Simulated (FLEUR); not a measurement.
The system is SrO.

```
Sr O
1.0
     0.00000    2.56630    2.56630
     2.56630    0.00000    2.56630
     2.56630    2.56630    0.00000
Sr O
1 1
Direct
  0.50000 0.50000 0.50000
  0.00000 0.00000 0.00000
```

```yaml
Program: FLEUR MaX-R8.1 (later development tree)
Task: single point
Functional: PBE
Potentials_or_basis: all-electron
Basis: FLAPW
Kmax: 3.8 1/bohr
k_mesh: 9 × 9 × 9
Occupations: fermi-dirac, width 0.05 eV
Spin: no spin polarisation
Gmax: 11.8 1/bohr
Muffin-tin_radii: Sr 2.4, O 1.95 bohr
lmax: Sr 10, O 8
Local_orbitals_a_species: Sr 5, O 3
Max_iterations: 60
Mixing_factor: 0.05
Mixer: Anderson
Mixer_history: 15
Density_convergence: 1e-05 me/bohr^3
```

On this cell: largest force zero by symmetry; band gap on the k mesh 3.36 eV, indirect (least direct gap 3.45 eV).

The same run follows on a disturbed copy (atoms moved at random, drawn with an rms of 0.05 Å):

```xyz
2
Lattice="0.0000 2.5663 2.5663 2.5663 0.0000 2.5663 2.5663 2.5663 0.0000" Properties=species:S:1:pos:R:3 pbc="T T T"
Sr    2.5737    2.5770    2.5530
O    -0.0179    0.0448    0.0521
```

Task: What changes?

Result: The energy moves by +3.4 meV/atom; largest force 0.185 eV/Å; band gap on the k mesh 3.39 eV, indirect (least direct gap 3.47 eV).

Forces in eV/Å, atoms in the order of the input:
```
Sr  -0.059  0.081  0.156
O    0.056 -0.076 -0.149
```

Caveats: an odd mesh through Γ misses points on the zone boundary, where band edges often lie.
